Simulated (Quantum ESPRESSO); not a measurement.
A calculation with Quantum ESPRESSO 7.5 of TiO (ASE script, structure from a POSCAR):

File run.py:

```python
import numpy as np
from ase.calculators.espresso import Espresso, EspressoProfile
from ase.io import read

atoms = read('POSCAR')

input_data = {
    'control': {'calculation': 'scf', 'prefix': 'pwscf', 'outdir': './tmp', 'tprnfor': True, 'tstress': True, 'disk_io': 'nowf'},
    'system': {'ecutwfc': 45.0, 'ecutrho': 360.0, 'nbnd': 15, 'occupations': 'smearing', 'smearing': 'fd', 'degauss': 0.00367493},
    'electrons': {'conv_thr': 4e-10, 'electron_maxstep': 120, 'mixing_beta': 0.5},
}
pseudopotentials = {'O': 'o_pbesol_v1.2.uspp.F.UPF', 'Ti': 'ti_pbesol_v1.4.uspp.F.UPF'}
profile = EspressoProfile(command='mpirun -n 2 pw.x -nk 2', pseudo_dir='pseudo')
dft = Espresso(profile=profile, input_data=input_data, pseudopotentials=pseudopotentials, kpts=(10, 10, 8), koffset=(0, 0, 0))
atoms.calc = dft

print(f'energy {atoms.get_potential_energy():.8f} eV')
print('forces (eV/A)')
print(np.round(atoms.get_forces(), 6))
print('stress (eV/A^3, Voigt)')
print(np.round(atoms.get_stress(), 8))
print(f'Fermi level {dft.get_fermi_level():.4f} eV')
```

File POSCAR:

```
TiO
1.0
    3.0310000000      0.0000000000      0.0000000000
   -1.5155000000      2.6249229989      0.0000000000
    0.0000000000      0.0000000000      3.2377000000
Ti O
1 1
Direct
    0.6666666667      0.3333333333      0.0000000000
    0.0000000000      0.0000000000      0.5000000000
```

Potentials or basis: GBRV 1.5 PBEsol.

Run with:

```sh
$ OMP_NUM_THREADS=1 python run.py
```

**Question.** Write the same calculation in another form: native input, structure typed inline.

**Answer.** As run:

File pw.in:

```
&CONTROL
  calculation = 'scf'
  prefix = 'pwscf'
  outdir = './tmp'
  pseudo_dir = './pseudo'
  tprnfor = .true.
  tstress = .true.
  disk_io = 'low'
/
&SYSTEM
  ibrav = 0
  celldm(1) = 8
  nat = 2
  ntyp = 2
  ecutwfc = 45
  ecutrho = 360
  nbnd = 15
  occupations = 'smearing'
  smearing = 'fd'
  degauss = 0.00367493
/
&ELECTRONS
  conv_thr = 4d-10
  electron_maxstep = 120
  mixing_beta = 0.5
/
ATOMIC_SPECIES
Ti    47.8670 ti_pbesol_v1.4.uspp.F.UPF
O     15.9990 o_pbesol_v1.2.uspp.F.UPF
CELL_PARAMETERS alat
  0.7159699854676   0.0000000000000   0.0000000000000
 -0.3579849927338   0.6200481957690   0.0000000000000
  0.0000000000000   0.0000000000000   0.7647957842126
ATOMIC_POSITIONS crystal
Ti     0.6666666667    0.3333333333    0.0000000000
O      0.0000000000    0.0000000000    0.5000000000
K_POINTS automatic
10 10 8 0 0 0
```

pp_density.in

```
&INPUTPP
  prefix = 'pwscf'
  outdir = './tmp'
  filplot = 'density.dat'
  plot_num = 0
/
&PLOT
  nfile = 1
  filepp(1) = 'density.dat'
  iflag = 3
  output_format = 6
  fileout = 'density.cube'
/
```

The input pp_potential.in:

```
&INPUTPP
  prefix = 'pwscf'
  outdir = './tmp'
  filplot = 'potential.dat'
  plot_num = 11
/
&PLOT
  nfile = 1
  filepp(1) = 'potential.dat'
  iflag = 3
  output_format = 6
  fileout = 'potential.cube'
/
```

Potentials or basis: GBRV 1.5 PBEsol.

Command:

```bash
$ OMP_NUM_THREADS=1 mpirun -n 2 pw.x -nk 2 -in pw.in > pw.out
$ OMP_NUM_THREADS=1 mpirun -n 1 pp.x -in pp_density.in > pp_density.out
$ OMP_NUM_THREADS=1 mpirun -n 1 pp.x -in pp_potential.in > pp_potential.out
```

Both were run:

|  | ASE script, structure from a POSCAR | native input, structure typed inline |
| --- | --- | --- |
| Pressure | -40.4 GPa | -40.4 GPa |
| Band gap on the k mesh | none (metal or under the smearing width) | none (metal or under the smearing width) |

Keys that steer only the numerical path or the files written may differ.

Caveat: a pressure of tens of GPa on the cell as given is suspect, and the run, the potentials or the cell itself is likely at fault; semilocal functionals often make such compounds metallic where correlation or magnetic order opens a gap, which also shifts bond lengths.
